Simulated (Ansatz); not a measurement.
Consider InCuS2 in the chalcopyrite structure (space group I-42d, No. 122; a = 5.5770 Å, c = 11.2344 Å).

Method: PBE in Ansatz (plane waves to 420 eV, PAW, no spin-orbit coupling).

For the base:

The lattice parameter a comes out as 5.577 Å and the c/a ratio comes out as 2.014. The band gap comes out as zero.

Now apply this change: cell and atoms relaxed at a pressure of 2.1 GPa.

Predict the new lattice parameter a.

The lattice parameter a shrinks by 0.057 Å, from 5.577 Å to 5.520 Å.

How does this affect the c/a ratio?

The c/a ratio hardly moves (2.014 against 2.016).

What happens to the band gap?

The band gap remains zero.

Load acts through the strain it causes; cell and atoms are relaxed under it. Whether these cells are dynamically stable was not tested. All final runs are without spin polarisation. Gaps under 0.05 eV, about the width of the smearing, are given as zero. A zero or small gap of InCuS2 can be the functional's error rather than a property of the material.

Ansatz is a first-principles code.
